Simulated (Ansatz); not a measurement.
## Au under changes of volume

One of the cells (17.651 Å³/atom); the others are scaled copies at fixed shape and fractional positions:

```
CELL_PARAMETERS angstrom
1.41131 -2.55593 0.00000
1.41131 2.55593 0.00000
0.00000 0.00000 4.89317
ATOMIC_POSITIONS crystal
Au 0.33467 0.66533 0.25000
Au 0.66533 0.33467 0.75000
```

This isn't the form of Au at room conditions, which is fcc.

| Property | Result |
| --- | --- |
| Program | Ansatz 0.2.0 |
| Functional | LDA |
| Potentials or basis | all-electron LAPW, scalar-relativistic |
| Cutoff | 261 eV (chosen from the basis error) |
| Basis error allowed | 0.001 eV/atom |
| k mesh | 11 × 11 × 6 |
| Occupations | fermi-dirac, width 0.05 eV |
| Spin | no spin polarisation |

```csv
volume (Å³/atom),energy over the lowest point (meV/atom),pressure (GPa),largest force (eV/Å)
16.592,0.00,0.4,0.036
16.945,3.48,-3.4,0.028
17.298,14.83,-6.8,0.021
17.651,33.00,-9.6,0.014
18.004,57.06,-12.1,0.007
18.357,?,?,?
18.710,119.66,-16.1,0.007
```

Q: What does the run at 18.357 Å³/atom give?

A: Energy over the lowest point 86.18 meV/atom; pressure -14.3 GPa; largest force 0.000 eV/Å.

Worked out: A Birch-Murnaghan fit of order 3 (a polynomial in V^(-2/3)) to the other rows has its minimum at 16.63 Å³/atom with B0 = V·E''(V) = 192 GPa and B' = 5.8 at fixed shape and positions, which overstates the stiffness. It gives 86.18 meV/atom at 18.357 Å³/atom, against the run's 86.18, and -dE/dV = -14.3 GPa, against -14.3.

Energies are extrapolated to zero smearing.
